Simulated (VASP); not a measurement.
# In (Im-3m) in VASP: further runs

Aim: see how the results for In move with the level of theory and the settings. Levels: BLYP, AM05, PW91, r2SCAN. Tasks: relaxation of cell and atoms.

Everything below comes from runs of VASP 6.6.1. Logs are shortened: lines on timing, memory, paths and dates and some standing lists are left out, and cuts for length are marked.

## Step 1: Starting point

Symmetry: Im-3m, No. 229, cubic system. Conventional cell: a = 3.765 Å, b = 3.765 Å, c = 3.765 Å, α = 90.00°, β = 90.00°, γ = 90.00°. Around In (site symmetry m-3m) lie 8 In at 3.26 Å.

This isn't the form of In at room conditions, which is tetragonal.

## Step 2: Relaxation of cell and atoms, BLYP

Contents of INCAR:

```
SYSTEM = In
PREC     = Accurate       ! precision mode
ENCUT    = 600            ! plane-wave cutoff, eV
EDIFF    = 1E-7           ! SCF threshold, eV
ISMEAR   = -1             ! smearing method
SIGMA    = 0.05           ! smearing width, eV
LREAL    = .False.        ! projectors in reciprocal space
LASPH    = .True.         ! aspherical terms in the spheres
NELM     = 80             ! most SCF steps
ALGO     = Normal         ! electronic algorithm
ISIF     = 3              ! what is computed and relaxed
LWAVE    = .False.        ! write WAVECAR
LCHARG   = .False.        ! write CHGCAR
GGA      = B5             ! functional
ALDAX    = 1.0          
AGGAX    = 1.0          
AGGAC    = 1.0          
ALDAC    = 0.0          
IBRION   = 2              ! ionic algorithm
NSW      = 40             ! ionic steps
EDIFFG   = -0.02          ! ionic threshold
```

Contents of KPOINTS:

```
Automatic mesh
0
Gamma
  10 10 10
  0 0 0
```

Contents of POSCAR:

```
In
1.0
   -1.8825252400      1.8825252400      1.8825252400
    1.8825252400     -1.8825252400      1.8825252400
    1.8825252400      1.8825252400     -1.8825252400
In
1
Direct
    0.0000000000      0.0000000000      0.0000000000
```

Potentials or basis: VASP PAW PBE potentials, release 64 (In_d).

On the command line:

```console
cat potpaw_PBE.64/In_d/POTCAR > POTCAR
mpirun -np 1 vasp_std > vasp.out
```

OUTCAR:

```text
SYSTEM = In
   PREC = Accurate
   ENCUT = 600
   EDIFF = 1E-7
   ISMEAR = -1
   LREAL = .False.
   LASPH = .True.
   NELM = 80
   ISIF = 3
   GGA = B5
   IBRION = 2
   NSW = 40
   EDIFFG = -0.02

 ion  position               nearest neighbor table
   1  0.000  0.000  0.000-

  LATTYP: Found a body centered cubic cell.
 ALAT       =     3.7650504800

  Lattice vectors:

 A1 = (  -1.8825252400,   1.8825252400,   1.8825252400)
 A2 = (   1.8825252400,  -1.8825252400,   1.8825252400)
 A3 = (   1.8825252400,   1.8825252400,  -1.8825252400)

Analysis of symmetry for initial positions (statically):
=====================================================================
 Subroutine PRICEL returns:
 Original cell was already a primitive cell.

 Routine SETGRP: Setting up the symmetry group for a
 body centered cubic supercell.

 Subroutine GETGRP returns: Found 48 space group operations
 (whereof 48 operations were pure point group operations)
 out of a pool of 48 trial point group operations.

The static configuration has the point symmetry O_h .

Analysis of symmetry for dynamics (positions and initial velocities):
=====================================================================
 Subroutine PRICEL returns:
 Original cell was already a primitive cell.

 Routine SETGRP: Setting up the symmetry group for a
 body centered cubic supercell.

 Subroutine GETGRP returns: Found 48 space group operations
 (whereof 48 operations were pure point group operations)
 out of a pool of 48 trial point group operations.

The dynamic configuration has the point symmetry O_h .

 Subroutine INISYM returns: Found 48 space group operations
 (whereof 48 operations are pure point group operations),
 and found     1 'primitive' translations

----------------------------------------------------------------------------------------

                                     Primitive cell

  volume of cell :      26.6859

  direct lattice vectors                    reciprocal lattice vectors
    -1.882525240  1.882525240  1.882525240     0.000000000  0.265600689  0.265600689
     1.882525240 -1.882525240  1.882525240     0.265600689  0.000000000  0.265600689
     1.882525240  1.882525240 -1.882525240     0.265600689  0.265600689  0.000000000

  length of vectors
     3.260629362  3.260629362  3.260629362     0.375616096  0.375616096  0.375616096

  position of ions in fractional coordinates (direct lattice)
     0.000000000  0.000000000  0.000000000

  ion indices of the primitive-cell ions
   primitive index   ion index
                 1           1

----------------------------------------------------------------------------------------

 KPOINTS: Automatic mesh

Automatic generation of k-mesh.
 Grid dimensions read from file:
 generate k-points for:   10   10   10

 Generating k-lattice:

  Cartesian coordinates                     Fractional coordinates (reciprocal lattice)
     0.000000000  0.026560069  0.026560069     0.100000000  0.000000000  0.000000000
     0.026560069  0.000000000  0.026560069     0.000000000  0.100000000  0.000000000
     0.026560069  0.026560069  0.000000000     0.000000000  0.000000000  0.100000000

  Length of vectors
     0.037561610  0.037561610  0.037561610

  Shift w.r.t. Gamma in fractional coordinates (k-lattice)
     0.000000000  0.000000000  0.000000000

 Subroutine IBZKPT returns following result:
 ===========================================

 Found     47 irreducible k-points:

 Following reciprocal coordinates:
            Coordinates               Weight
  0.000000  0.000000  0.000000      1.000000
  0.100000  0.000000  0.000000     12.000000
  0.200000  0.000000  0.000000     12.000000
  0.300000  0.000000  0.000000     12.000000
  0.400000  0.000000  0.000000     12.000000
  0.500000  0.000000  0.000000      6.000000
[... 16 lines left out ...]
  0.300000  0.300000  0.100000      8.000000
 -0.300000  0.300000  0.100000     24.000000
 [... further k-points ...]
   k-points           NKPTS =     47   k-points in BZ     NKDIM =     47   number of bands    NBANDS=     10
   number of dos      NEDOS =    301   number of ions     NIONS =      1
   total plane-waves  NPLWV =  21952
   dimension x,y,z NGX =    28 NGY =   28 NGZ =   28
   dimension x,y,z NGXF=    56 NGYF=   56 NGZF=   56
   ions per type =               1
   NGX,Y,Z   is equivalent  to a cutoff of  14.28, 14.28, 14.28 a.u.
   NGXF,Y,Z  is equivalent  to a cutoff of  28.55, 28.55, 28.55 a.u.
 SYSTEM =  In
   PREC   = accura    normal or accurate (medium, high low for compatibility)
   ISTART =      0    job   : 0-new  1-cont  2-samecut
   ICHARG =      2    charge: 1-file 2-atom 10-const
   ISPIN  =      1    spin polarized calculation?
   LNONCOLLINEAR =      F non collinear calculations
   LSORBIT =      F    spin-orbit coupling
   LASPH  =      T    aspherical Exc in radial PAW
   ENCUT  =  600.0 eV  44.10 Ry    6.64 a.u.   6.51  6.51  6.51*2*pi/ulx,y,z
   NELM   =     80;   NELMIN=  2; NELMDL= -5     # of ELM steps
   EDIFF  = 0.1E-06   stopping-criterion for ELM
   LREAL  =      F    real-space projection
   EDIFFG = -.2E-01   stopping-criterion for IOM
   NSW    =     40    number of steps for IOM
   IBRION =      2    ionic relax: 0-MD 1-quasi-New 2-CG
   NFREE  =      1    steps in history (QN), initial steepest desc. (CG)
   ISIF   =      3    stress and relaxation
   ISYM   =      2    0-nonsym 1-usesym 2-fastsym
   POTIM  = 0.5000    time-step for ionic-motion
   TEBEG  =    0.0;   TEEND  =   0.0 temperature during run
   PSTRESS=    0.0 pullay stress
   NELECT =      13.0000    total number of electrons
   NUPDOWN=      -1.0000    fix difference up-down
   EMIN   =  10.00;   EMAX   =-10.00  energy-range for DOS
   EFERMI =   0.00;   METHOD = LEGACY
   ISMEAR =    -1;   SIGMA  =   0.05  broadening in eV -4-tet -1-fermi 0-gaus
   EFERMI_NEDOS =   21; number of points for ismear=-14 and -15
   IALGO  =     38    algorithm
   IMIX   =      4    mixing-type and parameters
     AMIX     =   0.40;   BMIX     =  1.00
     AMIX_MAG =   1.60;   BMIX_MAG =  1.00
  volume/ion in A,a.u.               =      26.69       180.09
  Fermi-wavevector in a.u.,A,eV,Ry     =   1.288136  2.434225 22.576080  1.659295
  Thomas-Fermi vector in A             =   2.420108
   LORBIT       =      0    0 simple, 1 ext, 2 COOP (PROOUT), +10 PAW based schemes
   GGA     = B5    functional components
   LHFCALC =     F    Hartree Fock is set to
   AEXX    =    0.0000 exact exchange contribution
   IVDW    =     0    specifies the selected vdW correction
   LEPSILON=     F    determine dielectric tensor
   LRPA    =     F    only Hartree local field effects (RPA)
 conjugate gradient relaxation of ions
 non-spin polarized calculation
  energy-cutoff  :      600.00
  volume of cell :       26.69
 maximum number of plane-waves:       935
 NGX is ok and might be reduce to    28
   NGX = 13   NGY = 13   NGZ = 13

--------------------------------------- Ionic step        1  -------------------------------------------

 number of electron      12.9999996 magnetization

 Free energy of the ion-electron system (eV)
  ---------------------------------------------------
  ext. energy  EPLUGINS =         0.00000000
  ---------------------------------------------------
  free energy    TOTEN  =        -1.79930388 eV

  energy without entropy =       -1.79476358  energy(sigma->0) =       -1.79703373

------------------------ aborting loop because EDIFF is reached ----------------------------------------

  FORCE on cell =-STRESS in cart. coord.  units (eV):
  Direction    XX          YY          ZZ          XY          YZ          ZX
  --------------------------------------------------------------------------------------
  -------------------------------------------------------------------------------------
  Total        0.9360937      0.9360937      0.9360937     -0.0000000     -0.0000000      0.0000000
  in kB       56.2014472     56.2014472     56.2014472     -0.0000000     -0.0000000      0.0000000
  external PRESSURE =      56.2014472 kB  Pullay stress =       0.0000000 kB
[... 90 lines left out ...]
  energy  without entropy=       -1.8644752833  energy(sigma->0) =       -1.86667447

--------------------------------------- Ionic step        4  -------------------------------------------

 number of electron      13.0000003 magnetization

 Free energy of the ion-electron system (eV)
  ---------------------------------------------------
  ext. energy  EPLUGINS =         0.00000000
  ---------------------------------------------------
  free energy    TOTEN  =        -1.86896291 eV

  energy without entropy =       -1.86456965  energy(sigma->0) =       -1.86676628

 E-fermi :   5.9987     XC(G=0):  -8.8400

 val. band max:        5.9594079956   @ k =  -0.4000  -0.4000   0.2000
 cond. band min:       6.0205850807   @ k =  -0.4000   0.4000   0.2000
 fundamental gap:      0.0611770851
 Fermi energy:         5.9987161450

 k-point     1 :       0.0000    0.0000    0.0000
  band No.  band energies     occupation
      1      -8.4954      2.00000
      2      -8.4954      2.00000
      3      -8.4954      2.00000
      4      -8.3206      2.00000
      5      -8.3206      2.00000
      6      -2.3159      2.00000
      7      15.0332      0.00000
      8      15.0332      0.00000
      9      15.0332      0.00000
     10      18.8257      0.00000
[... 287 lines left out ...]
 k-point    24 :      -0.3000    0.3000    0.1000
  band No.  band energies     occupation
      1      -8.5094      2.00000
      2      -8.4605      2.00000
      3      -8.3636      2.00000
      4      -8.3305      2.00000
      5      -8.3172      2.00000
      6      -0.3198      2.00000
      7       7.9501      0.00000
      8      11.3007      0.00000
      9      12.4947      0.00000
     10      16.0462      0.00000

 [... further k-points ...]
[... 5 lines left out ...]
  --------------------------------------------------------------------------------------
  -------------------------------------------------------------------------------------
  Total       -0.0012011     -0.0012011     -0.0012011      0.0000000     -0.0000000      0.0000000
  in kB       -0.0612841     -0.0612841     -0.0612841      0.0000000     -0.0000000      0.0000000
  external PRESSURE =      -0.0612841 kB  Pullay stress =       0.0000000 kB
[... 16 lines left out ...]
  FREE ENERGIE OF THE ION-ELECTRON SYSTEM (eV)
  ---------------------------------------------------
  free  energy   TOTEN  =        -1.8689629091 eV

  energy  without entropy=       -1.8645696522  energy(sigma->0) =       -1.86676628

 reached required accuracy - stopping structural energy minimisation
```

Run time: 49 s. Hardware: 1 thread of Intel Xeon Platinum 8559C (Emerald Rapids), shared host; peak memory 0.16 GiB.

What came out:

```yaml
Free_energy: -1.8690 eV
Relaxed_volume: 31.40 Å³/atom
Relaxed_cell: a = 3.442 Å, b = 3.442 Å, c = 3.442 Å, α = 109.47°, β = 109.47°, γ = 109.47°
Space_group_after_relaxing_to_0.05_Å: Im-3m (No. 229)
Energy_gained_by_relaxing: 69.7 meV/atom
Ionic_steps: 4
Pressure_after_relaxing: 0.0 GPa
Band_gap_on_the_k_mesh: none (metal or under the smearing width)
```

Step by step:
| step | energy change (eV) | largest force (eV/Å) | pressure (GPa) | volume (Å³) |
| --- | --- | --- | --- | --- |
| 1 | 0.0000 | 0.0000 | 5.62 | 26.69 |
| 2 | -0.0676 | 0.0000 | 0.74 | 30.47 |
| 3 | -0.0696 | 0.0000 | -0.15 | 31.60 |
| 4 | -0.0697 | 0.0000 | -0.01 | 31.40 |

Final structure:
```
CELL_PARAMETERS angstrom
-1.98745 1.98745 1.98745
1.98745 -1.98745 1.98745
1.98745 1.98745 -1.98745
ATOMIC_POSITIONS crystal
In 0.00000 0.00000 0.00000
```

Caveat: the volume moved by over 15 % at a fixed basis, so the end points are rough; the PAW data sets were made with another functional, which shifts forces and pressure a little.

## Step 3: Relaxation of cell and atoms, AM05

INCAR: that of step 2 with these lines changed.

```diff
@@ -13,7 +13,3 @@
 LCHARG   = .False.        ! write CHGCAR
-GGA      = B5             ! functional
-ALDAX    = 1.0          
-AGGAX    = 1.0          
-AGGAC    = 1.0          
-ALDAC    = 0.0          
+GGA      = AM             ! functional
 IBRION   = 2              ! ionic algorithm
```

KPOINTS is that of step 2.

POSCAR is that of step 2.

Potentials or basis: VASP PAW PBE potentials, release 64 (In_d).

On the command line:

```console
cat potpaw_PBE.64/In_d/POTCAR > POTCAR
mpirun -np 1 vasp_std > vasp.out
```

It took 17 s on 1 thread of Intel Xeon Platinum 8559C (Emerald Rapids), shared host; peak memory 0.16 GiB.

It converged, with:

| Property | Result |
| --- | --- |
| Free energy | -2.6970 eV |
| Relaxed volume | 25.92 Å³/atom |
| Relaxed cell | a = 3.229 Å, b = 3.229 Å, c = 3.229 Å, α = 109.47°, β = 109.47°, γ = 109.47° |
| Space group after relaxing (to 0.05 Å) | Im-3m (No. 229) |
| Energy gained by relaxing | 3.1 meV/atom |
| Ionic steps | 2 |
| Pressure after relaxing | -0.1 GPa |
| Band gap on the k mesh | none (metal or under the smearing width) |

Step by step:
| step | energy change (eV) | largest force (eV/Å) | pressure (GPa) | volume (Å³) |
| --- | --- | --- | --- | --- |
| 1 | 0.0000 | 0.0000 | -1.20 | 26.69 |
| 2 | -0.0031 | 0.0000 | -0.10 | 25.92 |

Final structure:
```cif
data_structure
_symmetry_space_group_name_H-M 'P 1'
_symmetry_Int_Tables_number 1
_cell_length_a 3.2293
_cell_length_b 3.2293
_cell_length_c 3.2293
_cell_angle_alpha 109.471
_cell_angle_beta 109.471
_cell_angle_gamma 109.471
_cell_volume 25.92
loop_
_atom_site_label
_atom_site_type_symbol
_atom_site_fract_x
_atom_site_fract_y
_atom_site_fract_z
_atom_site_occupancy
In1 In 0.00000 0.00000 0.00000 1
```

Levels at points of the mesh, in eV from the Fermi level:
| k point | band 4 | band 5 | band 6 | band 7 | band 8 | band 9 |
| --- | --- | --- | --- | --- | --- | --- |
| (0.00, 0.00, 0.00) | -14.28 | -14.28 | -9.55 | 11.31 | 11.31 | 11.31 |
| (0.50, 0.00, 0.00) | -14.28 | -14.10 | -3.85 | -3.18 | 6.06 | 7.42 |
| (0.50, 0.50, 0.50) | -14.15 | -14.15 | 1.17 | 1.34 | 1.34 | 1.34 |

Caveat: the PAW data sets were made with another functional, which shifts forces and pressure a little.

(Continued in part 2 of 2.)
